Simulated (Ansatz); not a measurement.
The system is MnO2.

```
CELL_PARAMETERS angstrom
2.85496 0.00000 0.00000
-1.42748 2.47246 0.00000
0.00000 0.00000 10.22174
ATOMIC_POSITIONS crystal
Mn 0.00000 0.00000 0.50000
Mn 0.00000 0.00000 0.00000
O 0.66667 0.33333 0.40686
O 0.66667 0.33333 0.09314
O 0.33333 0.66667 0.59314
O 0.33333 0.66667 0.90686
```

Measurements of this composition are mostly on another form, of space group No. 136.

Base run:

```yaml
Program: Ansatz 0.2.0
Functional: PBEsol
Potentials_or_basis: Ansatz PAW
Cutoff: "420 eV (not typed: the program's choice for these potentials)"
k_mesh: 11 × 11 × 3
Occupations: fermi-dirac, width 0.05 eV
Spin: collinear spin, ferromagnetic start
Starting_moments: "[4.0, 4.0, 0.0, 0.0, 0.0, 0.0] μB"
```

Its results: band gap on the k mesh 0.80 eV, indirect (least direct gap 0.84 eV); pressure -2.3 GPa; net moment 6.00 μB per cell; site moments Mn +2.49; O +0.05 μB; largest force 0.190 eV/Å.

Question: The run is repeated on the same cell with these changes: spin from collinear spin, ferromagnetic start to collinear spin, antiferromagnetic start; moments at the start from [4.0, 4.0, 0.0, 0.0, 0.0, 0.0] to [4.0, -4.0, 0.0, 0.0, 0.0, 0.0]. What comes out?

Answer: Band gap on the k mesh 0.90 eV, indirect (least direct gap 0.94 eV); pressure -2.3 GPa; net moment 0.00 μB per cell; site moments Mn +2.49, -2.49; O +0.05, -0.05 μB; largest force 0.190 eV/Å.

Caveats: odd divisions of the mesh miss points on the zone boundary, where band edges often lie, so the gap on the mesh can be too wide; the PAW data sets come from PBE, with cores solved anew for the run's functional, which leaves a small shift of forces and pressure.

A k mesh can miss the band edges.
